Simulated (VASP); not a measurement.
# Sc (I4/mmm) in VASP: settings compared

The runs below take Sc through relaxation of cell and atoms, atomic charges, single point, with LDA+U, B3LYP+TS, HSE06+D3(BJ), PBE.

Everything below comes from runs of VASP 6.6.1. Logs are shortened: lines on timing, memory, paths and dates and some standing lists are left out, and cuts for length are marked.

## (1) Starting point

It takes space group I4/mmm (No. 139, tetragonal). Conventional cell: a = 3.834 Å, b = 3.834 Å, c = 3.435 Å, α = 90.00°, β = 90.00°, γ = 90.00°. Around Sc (site symmetry 4/mmm) lie 10 Sc at 3.21 to 3.44 Å.

This isn't the form of Sc at room conditions, which is hcp.

## (2) Relaxation of cell and atoms, LDA+U

Input file run.py:

```python
from ase.calculators.vasp import Vasp
from ase.io import read

atoms = read('Sc.cif', primitive_cell=True, subtrans_included=False)
calc = Vasp(
    directory='calc',
    xc='lda',
    pp='LDA',
    setups='recommended',
    prec='Accurate',
    encut=600,
    ediff=1e-06,
    ismear=0,
    sigma=0.05,
    lreal=False,
    lasph=True,
    nelm=100,
    algo='Fast',
    isif=3,
    lwave=False,
    lcharg=False,
    lmaxmix=4,
    ldautype=2,
    ldauprint=1,
    ibrion=2,
    nsw=60,
    ediffg=-0.01,
    ldau_luj={'Sc': {'L': 2, 'U': 2, 'J': 0}},
    kpts=[10, 10, 10],
    gamma=True,
)
atoms.calc = calc

print('energy (eV):', atoms.get_potential_energy())
print('free energy (eV):', atoms.get_potential_energy(force_consistent=True))
print('forces (eV/A):')
print(atoms.get_forces())
print('stress (eV/A^3, Voigt):', atoms.get_stress())
print('Fermi level (eV):', calc.get_fermi_level())
print('cell (A, degrees):', atoms.cell.cellpar())
print('volume (A^3):', atoms.get_volume())
print('scaled positions:')
print(atoms.get_scaled_positions())
```

Input file Sc.cif:

```cif
data_Sc
_cell_length_a 3.83441097
_cell_length_b 3.83441097
_cell_length_c 3.43520600
_cell_angle_alpha 90.00000000
_cell_angle_beta 90.00000000
_cell_angle_gamma 90.00000000
_space_group_name_H-M_alt 'I4/mmm'
_space_group_name_Hall '-I 4 2'
_space_group_IT_number 139
loop_
_space_group_symop_operation_xyz
'x,y,z'
'-x,-y,-z'
'-y,x,z'
'y,-x,-z'
'-x,-y,z'
'x,y,-z'
'y,-x,z'
'-y,x,-z'
'x,-y,-z'
'-x,y,z'
'-y,-x,-z'
'y,x,z'
'-x,y,-z'
'x,-y,z'
'y,x,-z'
'-y,-x,z'
'x+1/2,y+1/2,z+1/2'
'-x+1/2,-y+1/2,-z+1/2'
'-y+1/2,x+1/2,z+1/2'
'y+1/2,-x+1/2,-z+1/2'
'-x+1/2,-y+1/2,z+1/2'
'x+1/2,y+1/2,-z+1/2'
'y+1/2,-x+1/2,z+1/2'
'-y+1/2,x+1/2,-z+1/2'
'x+1/2,-y+1/2,-z+1/2'
'-x+1/2,y+1/2,z+1/2'
'-y+1/2,-x+1/2,-z+1/2'
'y+1/2,x+1/2,z+1/2'
'-x+1/2,y+1/2,-z+1/2'
'x+1/2,-y+1/2,z+1/2'
'y+1/2,x+1/2,-z+1/2'
'-y+1/2,-x+1/2,z+1/2'
loop_
_atom_site_label
_atom_site_type_symbol
_atom_site_symmetry_multiplicity
_atom_site_Wyckoff_symbol
_atom_site_fract_x
_atom_site_fract_y
_atom_site_fract_z
_atom_site_occupancy
Sc1 Sc 2 a 0.0000000000 0.0000000000 0.0000000000 1
```

Potentials or basis: VASP PAW LDA potentials, release 64 (Sc_sv).

Command:

```bash
$ python run.py
```

Standard output:

```text
energy (eV): -5.71755324
free energy (eV): -5.71887606
forces (eV/A):
[[ 0. -0.  0.]]
stress (eV/A^3, Voigt): [-6.00145444e-06 -6.00145444e-06  3.54466394e-04  0.00000000e+00
 -0.00000000e+00 -0.00000000e+00]
Fermi level (eV): 3.94625981
cell (A, degrees): [  3.1610959    3.1610959    3.1610959  109.65758416 109.65758416
 109.09913311]
volume (A^3): 24.31517488606969
scaled positions:
[[0. 0. 0.]]
```

OUTCAR:

```text
ENCUT = 600.000000
   EDIFF = 1.00e-06
   EDIFFG = -1.00e-02
   PREC = Accurate
   IBRION = 2
   ISIF = 3
   ISMEAR = 0
   NELM = 100
   NSW = 60
   LASPH = .TRUE.
   LREAL = .FALSE.

 ion  position               nearest neighbor table
   1  0.000  0.000  0.000-

  LATTYP: Found a body centered tetragonal cell.
 ALAT       =     3.8344109700
 C/A-ratio  =     0.8958888410

  Lattice vectors:

 A1 = (  -1.9172054850,   1.9172054850,   1.7176030000)
 A2 = (   1.9172054850,  -1.9172054850,   1.7176030000)
 A3 = (   1.9172054850,   1.9172054850,  -1.7176030000)

Analysis of symmetry for initial positions (statically):
=====================================================================
 Subroutine PRICEL returns:
 Original cell was already a primitive cell.

 Routine SETGRP: Setting up the symmetry group for a
 body centered tetragonal supercell.

 Subroutine GETGRP returns: Found 16 space group operations
 (whereof 16 operations were pure point group operations)
 out of a pool of 16 trial point group operations.

The static configuration has the point symmetry D_4h.

Analysis of symmetry for dynamics (positions and initial velocities):
=====================================================================
 Subroutine PRICEL returns:
 Original cell was already a primitive cell.

 Routine SETGRP: Setting up the symmetry group for a
 body centered tetragonal supercell.

 Subroutine GETGRP returns: Found 16 space group operations
 (whereof 16 operations were pure point group operations)
 out of a pool of 16 trial point group operations.

The dynamic configuration has the point symmetry D_4h.

 Subroutine INISYM returns: Found 16 space group operations
 (whereof 16 operations are pure point group operations),
 and found     1 'primitive' translations

----------------------------------------------------------------------------------------

                                     Primitive cell

  volume of cell :      25.2534

  direct lattice vectors                    reciprocal lattice vectors
    -1.917205485  1.917205485  1.717603000     0.000000000  0.260796249  0.291103357
     1.917205485 -1.917205485  1.717603000     0.260796249  0.000000000  0.291103357
     1.917205485  1.917205485 -1.717603000     0.260796249  0.260796249  0.000000000

  length of vectors
     3.209597141  3.209597141  3.209597141     0.390839927  0.390839927  0.368821593

  position of ions in fractional coordinates (direct lattice)
     0.000000000  0.000000000  0.000000000

  ion indices of the primitive-cell ions
   primitive index   ion index
                 1           1

----------------------------------------------------------------------------------------

 KPOINTS: KPOINTS created by Atomic Simulation Env

[... 124 lines left out ...]

------------------------ aborting loop because EDIFF is reached ----------------------------------------

  FORCE on cell =-STRESS in cart. coord.  units (eV):
  Direction    XX          YY          ZZ          XY          YZ          ZX
  --------------------------------------------------------------------------------------
  -------------------------------------------------------------------------------------
  Total       -0.4102794     -0.4102794     -0.1460798      0.0000000     -0.0000000     -0.0000000
  in kB      -26.0297640    -26.0297640     -9.2678852      0.0000000     -0.0000000     -0.0000000
  external PRESSURE =     -20.4424711 kB  Pullay stress =       0.0000000 kB
[... 86 lines left out ...]
  FREE ENERGIE OF THE ION-ELECTRON SYSTEM (eV)
  ---------------------------------------------------
  free  energy   TOTEN  =        -5.7122587364 eV

  energy  without entropy=       -5.7088328324  energy(sigma->0) =       -5.71054578

[... ionic steps 4 to 7 ...]

--------------------------------------- Ionic step        8  -------------------------------------------

 number of electron      10.9999999 magnetization

------------------------ aborting loop because EDIFF is reached ----------------------------------------
[... 59 lines left out ...]
  FREE ENERGIE OF THE ION-ELECTRON SYSTEM (eV)
  ---------------------------------------------------
  free  energy   TOTEN  =        -5.7188762527 eV

  energy  without entropy=       -5.7162287639  energy(sigma->0) =       -5.71755251

atom =   1  type =  1  l = 2

 onsite density matrix

spin component  1

  0.0643 -0.0000  0.0000 -0.0000  0.0000
 -0.0000  0.0642  0.0000 -0.0000 -0.0000
  0.0000  0.0000  0.1282  0.0000  0.0000
 -0.0000 -0.0000  0.0000  0.0642 -0.0000
  0.0000 -0.0000  0.0000 -0.0000  0.1294

spin component  2

  0.0643 -0.0000  0.0000 -0.0000  0.0000
 -0.0000  0.0642  0.0000 -0.0000 -0.0000
  0.0000  0.0000  0.1282  0.0000  0.0000
 -0.0000 -0.0000  0.0000  0.0642 -0.0000
  0.0000 -0.0000  0.0000 -0.0000  0.1294

 occupancies and eigenvectors

  o =  0.0642  v =  0.0000  0.9628 -0.0000  0.2703  0.0000  0.0000  0.0000  0.0000  0.0000  0.0000      0.0000  0.0000  0.0000  0.0000  0.0000  0.0000  0.0000  0.0000  0.0000  0.0000
  o =  0.0642  v =  0.0000  0.2703 -0.0000 -0.9628 -0.0000  0.0000  0.0000  0.0000  0.0000  0.0000      0.0000  0.0000  0.0000  0.0000  0.0000  0.0000  0.0000  0.0000  0.0000  0.0000
  o =  0.0642  v =  0.0000  0.0000  0.0000  0.0000  0.0000  0.0000  0.9628 -0.0000  0.2703  0.0000      0.0000  0.0000  0.0000  0.0000  0.0000  0.0000  0.0000  0.0000  0.0000  0.0000
  o =  0.0642  v =  0.0000  0.0000  0.0000  0.0000  0.0000  0.0000  0.2703 -0.0000 -0.9628 -0.0000      0.0000  0.0000  0.0000  0.0000  0.0000  0.0000  0.0000  0.0000  0.0000  0.0000
  o =  0.0643  v =  0.0000  0.0000  0.0000  0.0000  0.0000  1.0000  0.0000  0.0000  0.0000  0.0000      0.0000  0.0000  0.0000  0.0000  0.0000  0.0000  0.0000  0.0000  0.0000  0.0000
  o =  0.0643  v =  1.0000  0.0000  0.0000  0.0000  0.0000  0.0000  0.0000  0.0000  0.0000  0.0000      0.0000  0.0000  0.0000  0.0000  0.0000  0.0000  0.0000  0.0000  0.0000  0.0000
  o =  0.1282  v =  0.0000  0.0000  0.0000  0.0000  0.0000  0.0000  0.0000  1.0000 -0.0000 -0.0000      0.0000  0.0000  0.0000  0.0000  0.0000  0.0000  0.0000  0.0000  0.0000  0.0000
  o =  0.1282  v =  0.0000  0.0000  1.0000 -0.0000 -0.0000  0.0000  0.0000  0.0000  0.0000  0.0000      0.0000  0.0000  0.0000  0.0000  0.0000  0.0000  0.0000  0.0000  0.0000  0.0000
  o =  0.1294  v =  0.0000  0.0000  0.0000  0.0000  0.0000  0.0000  0.0000  0.0000 -0.0000  1.0000      0.0000  0.0000  0.0000  0.0000  0.0000  0.0000  0.0000  0.0000  0.0000  0.0000
  o =  0.1294  v =  0.0000  0.0000  0.0000 -0.0000  1.0000  0.0000  0.0000  0.0000  0.0000  0.0000      0.0000  0.0000  0.0000  0.0000  0.0000  0.0000  0.0000  0.0000  0.0000  0.0000

--------------------------------------- Ionic step       10  -------------------------------------------

 number of electron      11.0000000 magnetization

 Free energy of the ion-electron system (eV)
  ---------------------------------------------------
  ext. energy  EPLUGINS =         0.00000000
  ---------------------------------------------------
  free energy    TOTEN  =        -5.71887606 eV

  energy without entropy =       -5.71623043  energy(sigma->0) =       -5.71755324

 E-fermi :   3.9463     XC(G=0): -10.2443

 val. band max:        3.9443521104   @ k =  -0.3000   0.3000   0.3000
 cond. band min:       3.9681359994   @ k =  -0.1000   0.5000   0.1000
 fundamental gap:      0.0237838891
 Fermi energy:         3.9462598083

 k-point     1 :       0.0000    0.0000    0.0000
  band No.  band energies     occupation
      1     -45.6446      2.00000
      2     -24.3608      2.00000
      3     -24.3591      2.00000
      4     -24.3591      2.00000
      5      -1.5702      2.00000
      6       5.5514      0.00000
      7       5.5514      0.00000
      8       5.5941      0.00000
      9       6.9637      0.00000
[... 265 lines left out ...]
 k-point    24 :       0.4000    0.3000   -0.0000
  band No.  band energies     occupation
      1     -45.5671      2.00000
      2     -24.6828      2.00000
      3     -24.6009      2.00000
      4     -24.4101      2.00000
      5       3.1884      2.00000
      6       3.6753      2.00000
      7       4.0116      0.06465
      8       7.0059      0.00000
      9       7.2471      0.00000

 [... further k-points ...]

------------------------ aborting loop because EDIFF is reached ----------------------------------------

  FORCE on cell =-STRESS in cart. coord.  units (eV):
  Direction    XX          YY          ZZ          XY          YZ          ZX
  --------------------------------------------------------------------------------------
  -------------------------------------------------------------------------------------
  Total        0.0001459      0.0001459     -0.0086189      0.0000000      0.0000000      0.0000000
  in kB        0.0096154      0.0096154     -0.5679178      0.0000000      0.0000000      0.0000000
  external PRESSURE =      -0.1828957 kB  Pullay stress =       0.0000000 kB
[... 16 lines left out ...]
  FREE ENERGIE OF THE ION-ELECTRON SYSTEM (eV)
  ---------------------------------------------------
  free  energy   TOTEN  =        -5.7188760591 eV

  energy  without entropy=       -5.7162304299  energy(sigma->0) =       -5.71755324

 reached required accuracy - stopping structural energy minimisation
```

INCAR:

```text
ENCUT = 600.000000
SIGMA = 0.050000
EDIFF = 1.00e-06
EDIFFG = -1.00e-02
ALGO = Fast
PREC = Accurate
IBRION = 2
ISIF = 3
ISMEAR = 0
LDAUPRINT = 1
LDAUTYPE = 2
LMAXMIX = 4
NELM = 100
NSW = 60
LASPH = .TRUE.
LCHARG = .FALSE.
LWAVE = .FALSE.
LREAL = .FALSE.
LDAU = .TRUE.
LDAUL = 2
LDAUU = 2.000
LDAUJ = 0.000
```

Run time: 3.1 min. Hardware: 1 thread of Intel Xeon Platinum 8375C at 2.90GHz (Ice Lake), shared host; peak memory 0.17 GiB.

Results:

| Item | Value |
| --- | --- |
| Free energy | -5.7189 eV |
| Relaxed volume | 24.32 Å³/atom |
| Relaxed cell | a = 3.161 Å, b = 3.161 Å, c = 3.161 Å, α = 109.66°, β = 109.66°, γ = 109.10° |
| Space group after relaxing (to 0.05 Å) | Im-3m (No. 229) |
| Energy gained by relaxing | 14.4 meV/atom |
| Ionic steps | 10 |
| Pressure after relaxing | 0.0 GPa |
| Band gap on the k mesh | none (metal or under the smearing width) |

Step by step:
| step | energy change (eV) | largest force (eV/Å) | pressure (GPa) | volume (Å³) |
| --- | --- | --- | --- | --- |
| 1 | 0.0000 | 0.0000 | -2.04 | 25.25 |
| 2 | -0.0076 | 0.0000 | 0.62 | 24.09 |
| 3 | -0.0078 | 0.0000 | 0.30 | 24.24 |
| 4 | -0.0077 | 0.0000 | 0.21 | 24.27 |
| 5 | -0.0090 | 0.0000 | 0.11 | 24.30 |
| 6 | -0.0118 | 0.0000 | -0.10 | 24.38 |
| 7 | -0.0141 | 0.0000 | -0.51 | 24.51 |
| 8 | -0.0133 | 0.0000 | 0.82 | 23.98 |
| 9 | -0.0144 | 0.0000 | -0.09 | 24.33 |
| 10 | -0.0144 | 0.0000 | -0.02 | 24.32 |

Final structure:
```yaml
crystal:
  lattice:
    - [-1.82086, 1.82086, 1.83343]
    - [1.82086, -1.82086, 1.83343]
    - [1.82086, 1.82086, -1.83343]
  atoms:
    - { symbol: Sc, position: [0.00000, 0.00000, 0.00000] }
```

Eigenvalues of the final occupation matrices:
```tsv
site	spin	trace	eigenvalues
site 1 d	1	0.45	0.06 0.06 0.06 0.13 0.13
site 1 d	2	0.45	0.06 0.06 0.06 0.13 0.13
```

Caveat: U without spin polarisation on a metal has little footing; the U is typed as a test and isn't derived for this compound.

(Part 1 of 2 ends here.)
